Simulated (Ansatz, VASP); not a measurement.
Given: the input of a run of Ansatz 0.2.0 on GaSb.

input.yaml

```yaml
crystal:
  lattice:
    - [0.0, 2.9965539066, 2.9965539066]
    - [2.9965539066, 0.0, 2.9965539066]
    - [2.9965539066, 2.9965539066, 0.0]
  atoms:
    - { symbol: Sb, position: [0.75, 0.75, 0.75] }
    - { symbol: Ga, position: [0.0, 0.0, 0.0] }
hamiltonian:
  xc: pbe
  pseudopotentials: { kind: paw, source: jth }
kpoints:
  mp_grid: { grid: [8, 8, 8] }
scf:
  occupations: { method: fermi_dirac, width: 0.05 }
output:
  forces: true
  stress: true
  eigenvalues: true
```

Potentials or basis: JTH PAW.

The run is started by

```console
$ ansatz run input.yaml --threads 2 --pin off --max-ram 5120MiB --backend cpu --events-out ev --progress --plain --runs-dir out
```

Question: Set up the same calculation for VASP 6.6.1. Potentials there: VASP PAW PBE potentials, release 64 (Sb, Ga_d).

Answer: As run (the cutoff follows the program's own potentials):

INCAR

```
SYSTEM = GaSb
PREC     = Accurate       ! precision mode
ENCUT    = 520            ! plane-wave cutoff, eV
EDIFF    = 1E-6           ! SCF threshold, eV
ISMEAR   = -1             ! smearing method
SIGMA    = 0.05           ! smearing width, eV
LREAL    = .False.        ! projectors in reciprocal space
LASPH    = .True.         ! aspherical terms in the spheres
NELM     = 100            ! most SCF steps
ALGO     = Normal         ! electronic algorithm
ISIF     = 2              ! what is computed and relaxed
LWAVE    = .False.        ! write WAVECAR
LCHARG   = .False.        ! write CHGCAR
GGA      = PE             ! functional
NBANDS   = 16             ! bands
```

File KPOINTS:

```
Automatic mesh
0
Gamma
  8 8 8
  0 0 0
```

Contents of POSCAR:

```
GaSb
1.0
    0.0000000000      2.9965539066      2.9965539066
    2.9965539066      0.0000000000      2.9965539066
    2.9965539066      2.9965539066      0.0000000000
Sb Ga
1 1
Direct
    0.7500000000      0.7500000000      0.7500000000
    0.0000000000      0.0000000000      0.0000000000
```

Potentials or basis: VASP PAW PBE potentials, release 64 (Sb, Ga_d).

Command:

```console
$ cat potpaw_PBE.64/Sb/POTCAR potpaw_PBE.64/Ga_d/POTCAR > POTCAR
$ mpirun -np 1 vasp_std > vasp.out
```

Both were run:

|  | VASP | Ansatz | Ansatz less VASP |
| --- | --- | --- | --- |
| gap on the k mesh at the Fermi level (eV) | 0.49 | 0.48 | -0.011 |
| least direct gap on the mesh (eV) | 0.49 | 0.48 | -0.011 |
| pressure (GPa) | 6.4 | 6.3 | -0.08 |

With one functional, cell and mesh, what is left measures potentials, basis and numerics. The two sets of potentials don't hold the same shells in valence.

Caveats: spin-orbit coupling is left out, which moves the levels of the heavy elements. A k mesh can miss the band edges. Expect the measured gap to be larger: semilocal functionals such as PBE lack the derivative discontinuity.
